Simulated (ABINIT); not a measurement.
Here is an ABINIT 10.8.3 (patched build) calculation.

run.abi

```
ndtset 7
getwfk -1
scalecart1 3*0.9795861087
scalecart2 3*0.9864848297
scalecart3 3*0.9932883884
scalecart4 3*1.0000000000
scalecart5 3*1.0066227096
scalecart6 3*1.0131594038
scalecart7 3*1.0196128224

pp_dirpath "./"
pseudos "W.GGA_PBE-JTH.xml"

acell 2.7407019351 2.7407019351 2.7407019351 Angstrom
rprim
    -0.5773502692     0.5773502692     0.5773502692
     0.5773502692    -0.5773502692     0.5773502692
     0.5773502692     0.5773502692    -0.5773502692
ntypat 1
znucl 74
natom 1
typat 1
xred
     0.0000000000     0.0000000000     0.0000000000

ecut 10.0
pawecutdg 20.0

kptopt 1
ngkpt 12 12 12
nshiftk 1
shiftk 0.0 0.0 0.0

ixc -116133

nband 11
occopt 3
tsmear 0.05 eV

nstep 100
tolvrs 1.0e-9

iomode 3
prtwf 1
prtden 0
prteig 0
prtebands 0
```

Potentials or basis: JTH PAW PBE v2.0.

The run is started by

```bash
$ abinit run.abi > log 2>&1
```

(1) Estimate the bulk modulus.

(2) What does it give for the equilibrium volume?

## Answers

(1) 326 GPa (rough).

(2) 15.72 Å³/atom (rough: see the caveat).

Caveat: the cutoff is too short for stress, so the log's stress isn't used; pressures at fixed basis lie under the slope of the energies; the fit is doubtful: noisy points or a state that changes with volume; the PAW data sets were made with another functional, which shifts forces and pressure a little.
